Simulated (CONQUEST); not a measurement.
**CdO (Monteponite) under changes of volume**

One of the cells (12.970 Å³/atom); the others are scaled copies at fixed shape and fractional positions:

```xyz
4
Lattice="3.3227 0.0000 0.0000 0.0000 3.3227 0.0000 0.0000 0.0000 4.6990" Properties=species:S:1:pos:R:3 pbc="T T T"
Cd    0.0000    0.0000    0.0000
Cd    1.6613    1.6613    2.3495
O     0.0000    0.0000    2.3495
O     1.6613    1.6613    0.0000
```

- Program: CONQUEST 1.3
- Functional: PBE
- Potentials or basis: PseudoDojo NC PBE, SZ, grid of 36 × 36 × 60 points
- k mesh: 8 × 8 × 6
- Occupations: fermi-dirac, width 0.05 eV
- Spin: no spin polarisation

```csv
volume (Å³/atom),energy over the lowest point (meV/atom),pressure (GPa)
12.191,214.08,34.1
12.451,162.60,29.8
12.710,117.95,25.4
12.970,80.45,21.4
13.229,?,?
13.488,21.87,15.0
13.748,0.00,11.9
```

**Question.** What does the run at 13.229 Å³/atom give?

**Answer.** Energy over the lowest point 48.59 meV/atom; pressure 18.1 GPa.

Worked out: A Birch-Murnaghan fit of order 3 (a polynomial in V^(-2/3)) to the other rows has no minimum within the range. It gives 48.46 meV/atom at 13.229 Å³/atom, against the run's 48.59, and -dE/dV = 18.0 GPa, against 18.1.

Energies are extrapolated to zero smearing.

Caveats: the atomic basis is small; the basis of atomic orbitals isn't converged, which shifts pressures, moduli and gaps; the real-space grid breaks the cell's symmetry a little.
